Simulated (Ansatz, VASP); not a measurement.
**One calculation of Mo, two programs**

File INCAR:

```
SYSTEM = Mo
ALGO     = Normal         ! electronic algorithm
EDIFF    = 1E-7           ! SCF threshold, eV
ENCUT    = 520            ! plane-wave cutoff, eV
GGA      = PE             ! functional
ISIF     = 2              ! what is computed and relaxed
ISMEAR   = 0              ! smearing method
LASPH    = .TRUE.         ! aspherical terms in the spheres
LCHARG   = .FALSE.        ! write CHGCAR
LREAL    = .FALSE.        ! projectors in reciprocal space
LWAVE    = .FALSE.        ! write WAVECAR
NBANDS   = 13             ! bands
NELM     = 80             ! most SCF steps
PREC     = Accurate       ! precision mode
SIGMA    = 0.1            ! smearing width, eV
```

KPOINTS

```
k-points
0
G
  8 8 8
  0 0 0
```

Contents of POSCAR:

```
Mo
1.0
   -1.5734150000      1.5734150000      1.5734150000
    1.5734150000     -1.5734150000      1.5734150000
    1.5734150000      1.5734150000     -1.5734150000
Mo
1
Direct
    0.0000000000      0.0000000000      0.0000000000
```

Input for Ansatz:

```yaml
crystal:
  lattice:
    - [-1.573415, 1.573415, 1.573415]
    - [1.573415, -1.573415, 1.573415]
    - [1.573415, 1.573415, -1.573415]
  atoms:
    - { symbol: Mo, position: [0.0, 0.0, 0.0] }
basis:
  ecutwfc: 420
kpoints:
  mp_grid: { grid: [8, 8, 8] }
hamiltonian:
  xc: pbe
scf:
  occupations: { method: gaussian, width: 0.1 }
output:
  forces: true
  stress: true
  eigenvalues: true
```

Alike in both runs: task single point; functional PBE; k mesh 8 × 8 × 8; occupations gaussian, width 0.1 eV; no spin polarisation.

|  | VASP | Ansatz |
| --- | --- | --- |
| version | VASP 6.6.1 | Ansatz 0.2.0 |
| potentials or method | VASP PAW PBE potentials, release 64 (Mo_sv) | scalar-relativistic, plane waves, PAW |
| plane-wave cutoff (eV) | 520 | 420 |
| valence electrons in the cell | 14 | 14 |

Ansatz gave:

| Quantity | Value |
| --- | --- |
| gap on the k mesh at the Fermi level (eV) | none |
| pressure (GPa) | 4.1 |

Problem. Which values does VASP return?

Solution. gap on the k mesh at the Fermi level (eV): none; pressure (GPa): 4.7.

A gap of «none» marks a metal or a gap that the smearing closes. With one functional, cell and mesh, what is left measures potentials, basis and numerics.
